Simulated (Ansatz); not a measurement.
# A defect in a wire: Mo wire along [100], 4 atoms a period, Fe placed on top of one Mo, part 4 of 5

Wanted: the relaxed defect and the transmission past it, beside the channels of the perfect wire.

Ansatz 0.2.0; DFT PBE, plane waves, PAW; relaxation of a wire's period (the session's first sound run).

So far, conductance of the lead as this run defines it (G₀): step 3 (bands of the perfect wire) 3.01.

## Step 5: Transmission

This step: DFT PBE, plane waves, PAW; transmission of a junction in a wire (Ansatz 0.2.0).

The cell is now read as a scatterer between two semi-infinite leads, named by two sites one period apart. The scattering states in its self-consistent potential are matched to the leads' states at each energy. One point across is taken, as for a wire in vacuum.

The input, input.yaml:

```yaml
crystal:
  lattice:
    - [9.96, 0.0, 0.0]
    - [0.0, 9.96, 0.0]
    - [0.0, 0.0, 27.5339134027]
  atoms:
    - { symbol: Mo, position: [0.358203969, 0.5, 0.0] }
    - { symbol: Mo, position: [0.641796031, 0.5, 0.0] }
    - { symbol: Mo, position: [0.5, 0.358203969, 0.055555556] }
    - { symbol: Mo, position: [0.5, 0.641796031, 0.055555556] }
    - { symbol: Mo, position: [0.358203969, 0.5, 0.111111111] }
    - { symbol: Mo, position: [0.641796031, 0.5, 0.111111111] }
    - { symbol: Mo, position: [0.5, 0.358203969, 0.166666667] }
    - { symbol: Mo, position: [0.5, 0.641796031, 0.166666667] }
    - { symbol: Mo, position: [0.358203969, 0.5, 0.222222222] }
    - { symbol: Mo, position: [0.641796031, 0.5, 0.222222222] }
    - { symbol: Mo, position: [0.5, 0.358203969, 0.277777778] }
    - { symbol: Mo, position: [0.5, 0.641796031, 0.277777778] }
    - { symbol: Mo, position: [0.3582469243, 0.5006889388, 0.3326696812] }
    - { symbol: Mo, position: [0.6417530757, 0.5006889388, 0.3326696812] }
    - { symbol: Mo, position: [0.5, 0.360148576, 0.3894528158] }
    - { symbol: Mo, position: [0.5, 0.6440285912, 0.391904338] }
    - { symbol: Mo, position: [0.3564927614, 0.5015648338, 0.4429508799] }
    - { symbol: Mo, position: [0.6435072386, 0.5015648338, 0.4429508799] }
    - { symbol: Mo, position: [0.5, 0.3591179135, 0.5007209052] }
    - { symbol: Mo, position: [0.5, 0.650064066, 0.5031523818], spin: -0.24 }
    - { symbol: Mo, position: [0.3570117265, 0.4967323039, 0.5548224538] }
    - { symbol: Mo, position: [0.6429882735, 0.4967323039, 0.5548224538] }
    - { symbol: Mo, position: [0.5, 0.3561593131, 0.6138795864] }
    - { symbol: Mo, position: [0.5, 0.6467079687, 0.6074752869], spin: -0.21 }
    - { symbol: Mo, position: [0.358203969, 0.5, 0.666666667] }
    - { symbol: Mo, position: [0.641796031, 0.5, 0.666666667] }
    - { symbol: Mo, position: [0.5, 0.358203969, 0.722222222] }
    - { symbol: Mo, position: [0.5, 0.641796031, 0.722222222] }
    - { symbol: Mo, position: [0.358203969, 0.5, 0.777777778] }
    - { symbol: Mo, position: [0.641796031, 0.5, 0.777777778] }
    - { symbol: Mo, position: [0.5, 0.358203969, 0.833333333] }
    - { symbol: Mo, position: [0.5, 0.641796031, 0.833333333] }
    - { symbol: Mo, position: [0.358203969, 0.5, 0.888888889] }
    - { symbol: Mo, position: [0.641796031, 0.5, 0.888888889] }
    - { symbol: Mo, position: [0.5, 0.358203969, 0.944444444] }
    - { symbol: Mo, position: [0.5, 0.641796031, 0.944444444] }
    - { symbol: Fe, position: [0.5, 0.8440758211, 0.5549992678], spin: 2.5 }
magnetization:
  spin_polarized: true
kpoints:
  mp_grid: { grid: [1, 1, 3] }
scf:
  occupations: { method: fermi_dirac, width: 0.05 }
hamiltonian:
  xc: pbe
output:
  transmission:
    e_range: [-1.26, 1.26]
    de: 0.035
    kmesh: [1, 1]
    reduced_basis: true
    leads: [[32, 0]]
  dos: { projected: true, e_range: [-4, 3] }
  write_potential: true
  write_density: true
  volumetric_format: npy
  elf: true
basis:
  ecutwfc: "350 eV"
```

Run with:

```console
$ ansatz run input.yaml --threads 4 --pin off --max-ram 16384MiB --backend cpu --events-out ev --progress --plain --runs-dir out
```

Numbers of over 12 decimals in the logs are rounded to 6 here.

Output:

```text
[...]
Crystal: 37 atoms, lattice volume = 2731.408 Å³
Basis set: ecut = 350 eV, 40561 PW (Γ)
Bands: 314, of which v1, the nominal top of the filled ones, is band 260 counted from 1 (259 counted from 0)
Symmetry: 2 space group operations
[...]
k-points: 2 of 3 (time reversal used)
[...]
Starting moments: Σ|m| = 2.95 μB on 3 of 37 sites
[...]
SCF iter   1: F=—  HF=-182863.538725 eV  |F-HF|=—  |Δ(HF+E_count)|=         —  Δρ=2.42e-2 (↑2.42e-2 ↓2.41e-2)  dr2=1.89e2  dr2_m=1.81e-1  M=1.360 μB ∫|m|=3.706 μB  β_m=0.30  ethr=3.10e-3  ⟨swp⟩=9.0  Hψ=5335  notcnv=0
[...]
SCF iter  28: F=-182817.309816 eV  HF=-182817.309816 eV  |F-HF|=1.16e-9  |Δ(HF+E_count)|=   2.03e-8  Δρ=7.36e-7 (↑4.94e-7 ↓7.36e-7)  dr2=1.29e-8  dr2_m=7.79e-9  M=2.358 μB ∫|m|=5.507 μB  ethr=1.92e-11  ⟨swp⟩=3.0  Hψ=2376  notcnv=0
SCF 1 converged in 28 iterations: F = -182817.309816 eV  dr2 = 1.29e-8
[...]
transmission: 64 of 384 steps passed
transmission: 96 of 384 steps passed
[...]
transmission: 384 of 384 steps passed
[...]
SCF iter   2: F=—  HF=-182817.808939 eV  |F-HF|=—  |Δ(HF+E_count)|=   4.99e-1  Δρ=1.19e-2 (↑2.83e-3 ↓1.19e-2)  dr2=2.28e1  dr2_m=6.45e-1  M=1.551 μB ∫|m|=4.681 μB  ethr=1.92e-7  ⟨swp⟩=1.2  Hψ=9876  notcnv=0
WARN: iteration 2: there is no memory for the model Hessian by which an SCF minimises its free energy: with it that takes a memory limit of about 15.31 GiB, over the 14.40 GiB that it is held to. The SCF goes on without it; the run can end on another state than with more memory. The budget is what a run with no `--max-ram-frac` typed is planned for, 0.8 of the host's memory or its container's limit. More memory there [...]
SCF iter   3: F=—  HF=-182817.299571 eV  |F-HF|=—  |Δ(HF+E_count)|=   5.09e-1  Δρ=8.97e-4 (↑4.65e-4 ↓8.97e-4)  dr2=2.47e-1  dr2_m=2.15e-3  M=2.400 μB ∫|m|=5.596 μB  ethr=1.92e-7  ⟨swp⟩=1.0  Hψ=6028  notcnv=0
SCF iter   4: F=—  HF=-182817.309812 eV  |F-HF|=—  |Δ(HF+E_count)|=   1.02e-2  Δρ=2.21e-4 (↑1.28e-4 ↓2.21e-4)  dr2=1.91e-2  dr2_m=1.71e-4  M=2.358 μB ∫|m|=5.547 μB  ethr=1.92e-7  ⟨swp⟩=1.0  Hψ=4073  notcnv=0
WARN: The output density's exchange-correlation potential varies sharply where the density is thin. Do not read a vacuum level from v_tot or v_xc, or from such a field of the output density. On a cell that repeats whose density bears no net charge and no dipole along the vacuum's axis use v_es (v_loc + v_h of the components); under efield.dipole_correction with no amplitude use v_es + v_field, which holds any externa [...]
SCF converged after 28 iterations
Magnetization: 2.3576 μB (261.1788 up, 258.8212 down)
Absolute magnetization: 5.5254 μB (∫|ρ↑−ρ↓|, with the PAW one-centre terms)
[...]
Per-site moments (μB) at R_I (Å): [(-0.00687765, 1.037746), (-0.00687765, 1.037746), (0.033434, 1.037746), (0.00199647, 1.037746), (0.001453, 1.037746), (0.001453, 1.037746), (0.022060, 1.037746), (-0.023197, 1.037746), (0.00870484, 1.037746), (0.00870484, 1.037746), (0.033133, 1.034679), (-0.022771, 1.031487), (-0.014647, 1.031487), (-0.014647, 1.031487), (0.039309, 1.026838), (-0.025464, 1.013092), (-0.00621296, 1. [...]
Free energy (F): -182817.309816 eV
[...]
Internal energy: -182817.041326 eV  (E = F + TS)
E sigma→0 (E₀):  -182817.175571 eV
Entropy (-TS):   -0.268490 eV (-7.256 meV/atom)
Fermi energy:    1.886297 eV
[...]
--- Band table (eV) ---
  k-point 0 ↑: bands = [... 256 lower, 1.6641, 1.6667, 1.7324, 1.8632, 1.9141, 1.9863, 1.9949, 2.0361, ... 50 higher]
  k-point 1 ↑: bands = [... 256 lower, 1.5982, 1.6650, 1.6912, 1.7587, 1.7728, 1.8389, 2.0635, 2.0681, ... 50 higher]
  k-point 0 ↓: bands = [... 256 lower, 1.7914, 1.8905, 1.9070, 1.9618, 1.9956, 2.0023, 2.0660, 2.0845, ... 50 higher]
  k-point 1 ↓: bands = [... 256 lower, 1.7005, 1.7821, 1.7920, 1.9400, 1.9787, 2.0812, 2.0868, 2.0883, ... 50 higher]
--- Transmission ---
  basis      : 725 plane waves across, 32 finite elements along
  points     : 1, standing for a mesh of 1 x 1
  unconverged: the k-mesh may be too coarse, since an axis without vacuum has one point: set a kmesh with more there, and mesh_tolerance
[...]
crystal 0  : Mo4, at the sites [32, 0], period 3.0593 Å, over 18.36 Å; its Hamiltonian steps by up to 32.4 meV: too much for a lead, lay more layers or, if its atoms are ordered, name the step of that order
[...]
filled         : 41.3 meV under the level at which it is neutral
    channels       : 3.000000e0 up, 3.000000e0 down
[...]
junction   : crystal 0 to crystal 0, -0.07 to 24.41 Å
    transmission   : 2.471409e0 up, 1.821968e0 down
    error estimate : 3.580678e-4 up, 3.231906e-4 down from the reduction of the transverse basis, at the most 1.875421e-2 at 0.280000 eV
    conductance    : 1.6407e14 S/m² at 300 K (1.6415e14 on every other energy)
    error estimate : 0.0 % from the energy spacing and 0.0 % from band edges of the leads and from resonances (wavevectors taken as independent; lower de), 0.0 % from the reduction of the transverse basis, 9.0 % from the steps of its leads' Hamiltonians or their offsets (lay more layers), 0.8 % from the distance to neutral
    resistance     : 1.4550e-3 Ω µm² beyond half of each lead's own
```

Wall time 41 min (4 threads of Arm Neoverse V1, shared host); peak memory 9.6 GiB; 2.2 h of CPU time.

This step gave:

- energy at zero smearing: -182817.1756 eV
- total moment: 2.358 μB
- absolute moment: 5.525 μB
- transmission at the energy nearest the Fermi level, spin up: 2.471
- transmission at the energy nearest the Fermi level, spin down: 1.822
- channels at the energy nearest the Fermi level, spin up: 3
- channels at the energy nearest the Fermi level, spin down: 3
- step of the lead's Hamiltonian: 32.4 meV
- conductance of the junction: 2.101 G₀

The transmission by energy, zero at the Fermi level:

```
energy (eV)  spin up  spin down
      -1.26     2.90       2.94
      -1.19     1.78       1.72
      -1.08     1.75       1.90
      -1.05     1.77       1.87
      -1.01     1.75       1.80
      -0.91     1.38       1.33
      -0.84     1.35      0.579
      -0.73     1.89       1.78
      -0.67     3.34       3.32
      -0.56     3.84       3.75
      -0.49     4.10       3.91
      -0.39     4.72       4.11
      -0.32     4.83       4.14
      -0.21     1.94       2.02
      -0.14     2.01       2.07
      -0.04     2.37       1.95
       0.00     2.47       1.82
       0.04     2.56       1.24
       0.14     2.67       1.98
       0.21     2.92       2.69
       0.32     3.33       3.62
       0.39     3.43       3.88
       0.49     4.07       4.24
       0.56     5.80       4.78
       0.63     6.05       5.30
       0.67     6.02       5.45
       0.73     5.21       4.26
       0.84     5.46       4.45
       0.91     5.50       4.88
       1.01     4.99       3.43
       1.08     5.67       4.45
       1.19     7.33       6.02
       1.26     7.42       6.36
```

The open channels of the lead by energy, zero at the Fermi level:

```
energy (eV)  spin up  spin down
     -1.190        2          2
     -1.085        2          2
     -1.015        2          2
     -0.910        2          2
     -0.805        2          2
     -0.700        6          6
     -0.595        6          6
     -0.490        6          6
     -0.385        7          7
     -0.315        7          7
     -0.210        3          3
     -0.105        3          3
      0.000        3          3
      0.105        3          3
      0.210        5          5
      0.315        6          6
      0.385        6          6
      0.490        6          6
      0.595        8          8
      0.700        8          8
      0.805        6          6
      0.910        8          8
      1.015        7          6
      1.085        7          7
      1.190        9          9
```

Projected DOS an atom over height of the atomic layer and energy from the Fermi level.  broadened by a Gaussian of 0.15 eV, since few k-points sample the long cell.

Values in states/eV, 12 rows by 16 columns, each cell a mean:
```
1.54 1.50 1.53 1.54 1.55 1.60 1.58 1.51 1.21 1.33 1.33 1.53 1.51 1.52 1.52 1.53
2.32 2.35 2.31 2.29 2.27 2.21 2.33 2.21 2.04 2.17 2.03 2.19 2.33 2.28 2.29 2.32
1.99 1.99 1.99 1.97 1.96 1.94 1.83 1.76 1.53 1.57 1.59 1.83 1.91 1.98 1.98 1.97
1.11 1.06 1.12 1.11 1.12 1.20 1.16 1.25 1.21 1.43 1.19 1.20 1.15 1.13 1.12 1.08
1.23 1.30 1.22 1.25 1.15 1.21 1.02 1.18 0.92 1.06 1.01 1.10 1.10 1.18 1.20 1.28
0.83 0.80 0.83 0.81 0.86 0.90 0.94 1.05 1.23 1.35 1.13 0.96 0.88 0.84 0.84 0.81
0.96 0.98 0.97 0.97 0.95 0.97 0.88 0.95 1.03 1.22 1.03 0.98 0.94 0.98 0.97 0.98
0.93 0.91 0.94 0.92 0.94 0.91 1.00 1.10 1.24 1.84 1.11 1.06 0.94 0.93 0.93 0.93
1.67 1.69 1.65 1.67 1.74 1.76 1.96 2.01 1.89 2.28 1.81 1.87 1.82 1.72 1.70 1.66
2.10 2.10 2.12 2.14 2.12 2.04 2.00 1.86 1.89 1.81 1.89 1.94 2.04 2.09 2.12 2.13
1.17 1.17 1.16 1.13 1.09 1.05 1.03 0.89 1.00 0.98 1.03 1.00 1.08 1.09 1.11 1.15
0.75 0.74 0.73 0.70 0.72 0.79 0.85 0.89 0.89 0.76 0.89 0.86 0.79 0.73 0.71 0.73
```
Columns: height of the atomic layer (Å) from 0 to 26.0 (not evenly spaced); rows upwards: energy from the Fermi level (eV) from -3.98 to 1.47.

Site moment by element, in μB:

```
element  atoms   mean  spread (r.m.s.)  least  largest
     Mo     36  -0.01             0.06  -0.25     0.06
     Fe      1   2.51             0.00   2.51     2.51
```

The atoms farthest from the mean of their element:

```
atom        x, y, z (Å)  site moment (μB)
Mo20  4.98, 6.47, 13.85             -0.25
Mo24  4.98, 6.44, 16.73             -0.21
Mo23  4.98, 3.55, 16.90              0.06
Mo22  6.40, 4.95, 15.28              0.05
Mo21  3.56, 4.95, 15.28              0.05
Mo27  4.98, 3.57, 19.89              0.05
Mo15  4.98, 3.59, 10.72              0.04
 Mo3   4.98, 3.57, 1.53              0.03
```

Spin density in the cb plane at fractional x = 0.500, with atoms of Mo and Fe within 0.2 Å of it.

Ten even steps from '0' (-0.1 e/Å³) to '9' (5.1 e/Å³), each cell a mean:
```
00000000000000000000000000000000000000000000
00000000000000000000000000000000000000000000
00000000000000000000013200000000000000000000
00000000000000000000039510000000000000000000
00000000000000000000014200000000000000000000
00000000000000000000000000000000000000000000
00000000000000000000000000000000000000000000
00000000000000000000000000000000000000000000
00000000000000000000000000000000000000000000
00000000000000000000000000000000000000000000
00000000000000000000000000000000000000000000
00000000000000000000000000000000000000000000
00000000000000000000000000000000000000000000
00000000000000000000000000000000000000000000
00000000000000000000000000000000000000000000
00000000000000000000000000000000000000000000
00000000000000000000000000000000000000000000
00000000000000000000000000000000000000000000
00000000000000000000000000000000000000000000
00000000000000000000000000000000000000000000
00000000000000000000000000000000000000000000
00000000000000000000000000000000000000000000
00000000000000000000000000000000000000000000
00000000000000000000000000000000000000000000
```
Columns run along c (16.0 Å, from fractional 0.26 to 0.85 of the cell), rows up along b (10.0 Å). Atoms in or near the plane, at fractional coordinates: Mo at (0.28, 0.36), Mo at (0.28, 0.64), Mo at (0.39, 0.36), Mo at (0.39, 0.64), Mo at (0.50, 0.36), Mo at (0.50, 0.65), Mo at (0.61, 0.36), Mo at (0.61, 0.65), Mo at (0.72, 0.36), Mo at (0.72, 0.64), Mo at (0.83, 0.36), Mo at (0.83, 0.64), Fe at (0.55, 0.84).

Valence density in the cb plane at fractional x = 0.500, with atoms of Mo and Fe within 0.2 Å of it. It is the smooth field of the valence electrons, not physical close to the nuclei.

Values in e/Å³, 13 rows by 16 columns, each cell a mean:
```
 0  0  0  0  0  0  0  0  0  0  0  0  0  0  0  0
 0  0  0  0  0  0  0  3 11  0  0  0  0  0  0  0
 0  0  0  0  0  0  0  2  7  0  0  0  0  0  0  0
 2  0  0  2  1  0  2  1  1  2  1  0  2  1  0  1
 6  1  1  6  2  0  5  3  1  6  2  0  5  3  0  5
 2  1  0  2  1  0  2  1  0  2  1  0  2  1  0  2
 0  0  0  0  0  0  0  0  0  0  0  0  0  0  0  0
 4  1  1  4  1  0  3  1  0  3  2  0  3  2  0  3
 6  1  1  5  2  0  5  2  0  5  3  0  5  3  0  4
 1  0  0  1  0  0  1  0  0  1  0  0  1  0  0  1
 0  0  0  0  0  0  0  0  0  0  0  0  0  0  0  0
 0  0  0  0  0  0  0  0  0  0  0  0  0  0  0  0
 0  0  0  0  0  0  0  0  0  0  0  0  0  0  0  0
```
Columns run along c (16.0 Å, from fractional 0.26 to 0.85 of the cell), rows up along b (10.0 Å). Atoms in or near the plane, at fractional coordinates: Mo at (0.28, 0.36), Mo at (0.28, 0.64), Mo at (0.39, 0.36), Mo at (0.39, 0.64), Mo at (0.50, 0.36), Mo at (0.50, 0.65), Mo at (0.61, 0.36), Mo at (0.61, 0.65), Mo at (0.72, 0.36), Mo at (0.72, 0.64), Mo at (0.83, 0.36), Mo at (0.83, 0.64), Fe at (0.55, 0.84).

Electrostatic potential energy in the cb plane at fractional x = 0.500, with atoms of Mo and Fe within 0.2 Å of it. With pseudopotentials it is smooth inside the atoms' cores, unlike the true potential.

Ten even steps from '0' (-76 eV) to '9' (5 eV), each cell a mean:
```
99999999999999999999999999999999999999999999
99999999999999999999977789999999999999999999
99999999999999999999743469999999999999999999
99999999999999999999632358999999999999999999
99999999999999999999743479999999999999999999
88899999988899999888877788889999998889999988
54579998754689998544789975457999975468999864
10158997410269985100489851015899841026998620
00048997300158985100389840004899730015898510
21268998521379997423689863136899852136999731
76789999876789999877899987778999986678999876
99999999999999999999999999999999999999999999
88899999888899999888999999889999998889999988
53579998643689997435799986446899874458999853
10148997300279985101589973002799840016898610
00048996200269984000489972002699830015898510
32368998522589986323699985224799863247999742
77789999877899998777899998768999987778999977
99999999999999999999999999999999999999999999
99999999999999999999999999999999999999999999
99999999999999999999999999999999999999999999
99999999999999999999999999999999999999999999
99999999999999999999999999999999999999999999
99999999999999999999999999999999999999999999
```
Columns run along c (16.0 Å, from fractional 0.26 to 0.85 of the cell; values clipped at the 3rd and 97th percentile), rows up along b (10.0 Å). Atoms in or near the plane, at fractional coordinates: Mo at (0.28, 0.36), Mo at (0.28, 0.64), Mo at (0.39, 0.36), Mo at (0.39, 0.64), Mo at (0.50, 0.36), Mo at (0.50, 0.65), Mo at (0.61, 0.36), Mo at (0.61, 0.65), Mo at (0.72, 0.36), Mo at (0.72, 0.64), Mo at (0.83, 0.36), Mo at (0.83, 0.64), Fe at (0.55, 0.84).

By hand: the program gives 1.6407 × 10^14 S/m² over the cell's cross-section of 99.20 Å² = 9.920 × 10^-19 m², so one cell conducts 1.628 × 10^-4 S. Divided by G0 = 2e²/h = 7.748 × 10^-5 S this is 2.10 G0, a resistance of 6.14 kΩ.

The conductance is 2.10 G₀, with 3 spin-up and 3 spin-down channels open in the lead. The lead's Hamiltonian steps by 32.4 meV, which the program calls too much for a lead. The largest term of the program's error estimate is 9 %.

(Part 4 of 5 ends here.)

[Logs are printed without paths, hosts, clocks, repeated set-up lines and the standing remarks that a program may print on its own settings, such as how far it seeks lower states.]

[Hosts, paths, dates, database ids (printed as entryN), source tags and the programs' standing remarks are cut or masked in the printed files.]
